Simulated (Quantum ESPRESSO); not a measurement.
**MgO: dielectric tensor and Born charges under several settings**

```
CELL_PARAMETERS angstrom
0.00000 2.09700 2.09700
2.09700 0.00000 2.09700
2.09700 2.09700 0.00000
ATOMIC_POSITIONS crystal
Mg 0.00000 0.00000 0.00000
O 0.50000 0.50000 0.50000
```

The cell is a database's computed one.

All runs used Quantum ESPRESSO 7.5; potentials PseudoDojo 0.4.1 SR PBEsol standard; given cell; no spin polarisation; cutoff 1143 eV; occupations smeared at first, fixed for the response.

```tsv
level	k mesh (s: shifted)	ε∞ (diagonal)	Born charge of atom 1 (e)	sum of the Born charges (e)
PBEsol	4 × 4 × 4	3.41	1.97	-0.10
PBEsol	6 × 6 × 6	3.23	1.98	-0.01
PBEsol	8 × 8 × 8	3.22	1.98	0.00
PBEsol	10 × 10 × 10	3.22	1.98	0.00
PBEsol	12 × 12 × 12	3.22	1.98	0.00
PBEsol	14 × 14 × 14	?	?	?
```

**Question.** What stands in the row left open?

**Answer.** ε∞ 3.22; Born charge of atom 1 1.98 e; sum of the Born charges 0.00 e.

Caveats: some runs use coarse meshes; on a mesh that holds Γ this program's dielectric tensor can be off by some percent beyond the error of the mesh.

For the row left open. Caveat: on a mesh that holds Γ this program's dielectric tensor can be off by some percent beyond the error of the mesh.
